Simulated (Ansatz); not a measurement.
# Notes on a calculation: Li (fcc)

Level of theory: DFT, HSE06, scalar-relativistic, no spin polarisation; plane waves to 420 eV with PAW datasets (Ansatz 0.2.0), Γ-centred 8×8×8 mesh, 0.05 eV Gaussian smearing. The datasets are Ansatz's generated set soft_2.

At room temperature and ambient pressure Li is bcc.

The start:

```cif
data_structure
_symmetry_space_group_name_H-M 'P 1'
_symmetry_Int_Tables_number 1
_cell_length_a 3.1092
_cell_length_b 3.1092
_cell_length_c 3.1092
_cell_angle_alpha 60.000
_cell_angle_beta 60.000
_cell_angle_gamma 60.000
_cell_volume 21.25
loop_
_atom_site_label
_atom_site_type_symbol
_atom_site_fract_x
_atom_site_fract_y
_atom_site_fract_z
_atom_site_occupancy
Li1 Li 0.00000 0.00000 0.00000 1
```

The steps in volume:

| run | level | k-mesh | kind | V (Å³/atom) | P (GPa) | E − E(final) (meV/atom) | gap on the mesh (eV) |
| --- | --- | --- | --- | --- | --- | --- | --- |
| 1 | PBE | 8×8×8 | fixed cell | 21.25 | -0.6 | – | metal |
| 2 | HSE06 | 8×8×8 | fixed cell | 21.25 | -0.3 | 0.1 | metal |
| 3 | HSE06 | 8×8×8 | fixed cell | 21.21 | -0.3 | 0.0 | metal |

At this volume the pressure is -0.29 GPa; it isn't quite the equilibrium of this level of theory.

The final structure (symmetry read at 0.01 Å). The structure is cubic, space group Fm-3m (No. 225). Conventional cell: a = 4.394 Å, b = 4.394 Å, c = 4.394 Å, α = 90.00°, β = 90.00°, γ = 90.00°. Li (site symmetry m-3m) is surrounded by 12 Li at 3.11 Å. (Neighbours are counted to 15 % beyond the shortest distance.)

At the final geometry the gap, band path included, is zero (metallic). 

**What lies behind the numbers.**

The calculation's cell holds 3 valence electrons, an odd number. Without magnetic order each band takes two, so one stays part-filled and the crystal must be a metal.

Pressures of hybrids are less tightly converged. For a metal under a hybrid functional this mesh is coarse.
